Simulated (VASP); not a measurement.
Input:

```xyz
2
Lattice="0.0000 2.9405 2.9405 2.9405 0.0000 2.9405 2.9405 2.9405 0.0000" Properties=species:S:1:pos:R:3 pbc="T T T"
Zn     0.0000     0.0000     0.0000
Te     1.4702     1.4702     1.4702
```

The numbers are results of LDA (Ceperley-Alder, Perdew-Zunger), VASP's LDA PAW potentials (set 64) (plane waves; VASP 6.6.1), not measurements. Numerical set-up: 520 eV cut-off, 8×8×8 Γ-centred mesh, Gaussian smearing of 0.050 eV, potentials Zn Te.

Unless said otherwise, spin-orbit coupling is left out, though it shifts the bands of the heavy elements here.

### Question
What does the run give for the energy per atom (σ→0), pressure, band gap (on the k-mesh) with the smallest direct gap where there is one?

### Answer

```yaml
band gap (on the k-mesh): 1.62 eV
smallest direct gap (on the k-mesh): 1.62 eV
energy per atom (σ→0): -3.219 eV/atom
pressure: 3.92 GPa
```

The compound is ZnTe in the zinc blende structure. This cell is one point of a volume scan, at 0.94 of the reference volume.
